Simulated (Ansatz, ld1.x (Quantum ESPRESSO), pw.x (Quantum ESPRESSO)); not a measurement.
**aluminium (Al): does the RRKJ potential hold in the solid?**

Al (Z = 13), norm-conserving RRKJ (Kleinman–Bylander form), made with ld1.x (Quantum ESPRESSO) 7.5 (PBE, scalar-relativistic). Core [Ne], reference 3s2 3p1. Waves: 3s (bound): rc 1.80 bohr; 3p (bound): rc 2.90 bohr; 3d channel at 0.25 Ry: rc 3.05 bohr. Local part: all-electron potential smoothed inside 1.60 bohr (lloc = -1). Core correction: none.

Crystal test: diamond Al in pw.x 7.5, no spin, 8³ k-points, Fermi–Dirac smearing 0.01 Ry, cutoffs 35/140 Ry. The reference is all-electron LAPW (Ansatz 0.2.0) with the same functional, mesh and smearing; V0 and B0 come from Birch–Murnaghan fits to the pressures at five volumes. Errors are pseudo minus all-electron; Δ is the rms difference of the E(V) curves that follow from these fits, minima aligned, over ±6 % about the mean V0. Mesh and smearing are coarse, so the numbers serve the comparison and aren't converged zero-temperature values; the lattice is a test structure that the element need not adopt.

```csv
V (Å³/atom),P all-electron (GPa),P pseudo (GPa)
26.322,2.08,2.02
27.014,0.96,0.93
27.707,-0.02,-0.04
28.400,-0.88,-0.88
29.092,-1.64,-1.63
```

All-electron: a0 = 6.051 Å (V0 = 27.69 Å³/atom), B0 = 36.9 GPa.

Pseudopotential: mean pressure error (GPa): -0.02; a0 (Å): 6.050; a0 error (%): -0.01; B0 error (%): -1.6; Δ (meV/atom): 0.1. The largest radius (3.05 bohr) exceeds half the bond length (2.48 bohr), so the spheres overlap, which is one possible source of error among others.

**Question.** At the middle volume, how do free energy and pressure move when the wave cutoff is lowered (ecutrho kept at four times it)?

**Answer.**

```tsv
cutoff (Ry)	shift of F (meV/atom)	shift of P (GPa)
16	+13.5	-0.35
21	+2.1	-0.05
28	+0.4	-0.00
```

Input at the middle volume:

```
&control
  calculation='scf', prefix='x', pseudo_dir='./', outdir='./tmp', tstress=.true., disk_io='low'
/
&system
  ibrav=0, nat=2, ntyp=1, ecutwfc=35, ecutrho=140, nbnd=10,
  occupations='smearing', smearing='fd', degauss=0.01
/
&electrons
  conv_thr=1e-09, mixing_beta=0.4, electron_maxstep=70
/
ATOMIC_SPECIES
Al 1.0 Al.UPF
CELL_PARAMETERS angstrom
  0.00000000 3.02595990 3.02595990
  3.02595990 0.00000000 3.02595990
  3.02595990 3.02595990 0.00000000
ATOMIC_POSITIONS crystal
Al 0.0000 0.0000 0.0000
Al 0.2500 0.2500 0.2500
K_POINTS automatic
8 8 8 0 0 0
```

```bash
pw.x < Al.scf.in > Al.scf.out
```

Lines of the output:

```
Message from routine setup:
     using ibrav=0 with symmetry is DISCOURAGED, use correct ibrav instead
     lattice parameter (alat)  =       8.0868  a.u.
     unit-cell volume          =     373.9522 (a.u.)^3
     number of electrons       =         6.00
     number of Kohn-Sham states=           10
     kinetic-energy cutoff     =      35.0000  Ry
     charge density cutoff     =     140.0000  Ry
     scf convergence threshold =      1.0E-09
     Exchange-correlation= PBE
     number of k points=    29  Fermi-Dirac smearing, width (Ry)=  0.0100
     iteration #  1     ecut=    35.00 Ry     beta= 0.40
     total energy              =      -8.18644773 Ry
     estimated scf accuracy    <       0.00897073 Ry
     iteration #  2     ecut=    35.00 Ry     beta= 0.40
     total energy              =      -8.18697704 Ry
     estimated scf accuracy    <       0.00323019 Ry
     iteration #  3     ecut=    35.00 Ry     beta= 0.40
     total energy              =      -8.18703532 Ry
     estimated scf accuracy    <       0.00001520 Ry
     iteration #  4     ecut=    35.00 Ry     beta= 0.40
     total energy              =      -8.18703828 Ry
     estimated scf accuracy    <       0.00000021 Ry
     iteration #  5     ecut=    35.00 Ry     beta= 0.40
     total energy              =      -8.18703833 Ry
     estimated scf accuracy    <          8.5E-09 Ry
     iteration #  6     ecut=    35.00 Ry     beta= 0.40
     total energy              =      -8.18703833 Ry
     estimated scf accuracy    <          9.9E-09 Ry
     iteration #  7     ecut=    35.00 Ry     beta= 0.40
     the Fermi energy is     2.7391 ev
!    total energy              =      -8.18703833 Ry
     estimated scf accuracy    <          4.0E-11 Ry
     smearing contrib. (-TS)   =      -0.00702417 Ry
     The total energy is F=E-TS. E is the sum of the following terms:
     one-electron contribution =       2.82597647 Ry
     hartree contribution      =       0.40841956 Ry
     xc contribution           =      -2.93606354 Ry
     ewald contribution        =      -8.47834666 Ry
     convergence has been achieved in   7 iterations
          total   stress  (Ry/bohr**3)                   (kbar)     P=       -0.36
```

The run at the middle volume (29 k-points, 7 iterations) took about 5.9 s on one core of a shared host (Intel(R) Xeon(R) Platinum 8259CL CPU @ 2.50GHz, 96 threads, 755 GiB, load 61).
